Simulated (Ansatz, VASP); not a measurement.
**One calculation of KCl, two programs**

The input INCAR:

```
PREC = Accurate ; ENCUT = 520
EDIFF = 1E-6 ; ISMEAR = 0
SIGMA = 0.05 ; LREAL = F
LASPH = T ; NELM = 60
ALGO = Normal ; ISIF = 2
LWAVE = F ; LCHARG = T
GGA = PS ; LELF = T
LVHAR = T ; NBANDS = 15
```

The input KPOINTS:

```
regular mesh
0
Gamma
  6 6 6
```

The input POSCAR:

```
KCl
1.0
    0.0000000000      2.9036120000      2.9036120000
    2.9036120000      0.0000000000      2.9036120000
    2.9036120000      2.9036120000      0.0000000000
K Cl
1 1
Direct
    0.0000000000      0.0000000000      0.0000000000
    0.5000000000      0.5000000000      0.5000000000
```

Input for Ansatz:

```yaml
crystal:
  lattice:
    - [0.0, 2.903612, 2.903612]
    - [2.903612, 0.0, 2.903612]
    - [2.903612, 2.903612, 0.0]
  atoms:
    - { symbol: K, position: [0.0, 0.0, 0.0] }
    - { symbol: Cl, position: [0.5, 0.5, 0.5] }
basis:
  ecutwfc: 420
kpoints:
  mp_grid: { grid: [6, 6, 6] }
hamiltonian:
  xc: pbesol
scf:
  occupations: { method: gaussian, width: 0.05 }
output:
  forces: true
  stress: true
  eigenvalues: true
```

Change from the starting cell: strain -0.080 along x and y, -0.080 along z, atoms carried along.

Alike in both runs: task single point; functional PBEsol; k mesh 6 × 6 × 6; occupations gaussian, width 0.05 eV; no spin polarisation.

|  | VASP | Ansatz |
| --- | --- | --- |
| version | VASP 6.6.1 | Ansatz 0.2.0 |
| potentials or method | VASP PAW PBE potentials, release 64 (K_sv, Cl) | scalar-relativistic, plane waves, PAW |
| plane-wave cutoff (eV) | 520 | 420 |
| valence electrons in the cell | 16 | 16 |

```csv
,VASP,Ansatz,Ansatz less VASP
gap on the k mesh at the Fermi level (eV),5.91,5.92,+0.010
least direct gap on the mesh (eV),5.91,5.92,+0.010
pressure (GPa),7.0,6.9,-0.15
```

Caveats: the PAW data sets were made with another functional, which shifts forces and pressure a little (VASP). A k mesh can miss the band edges.
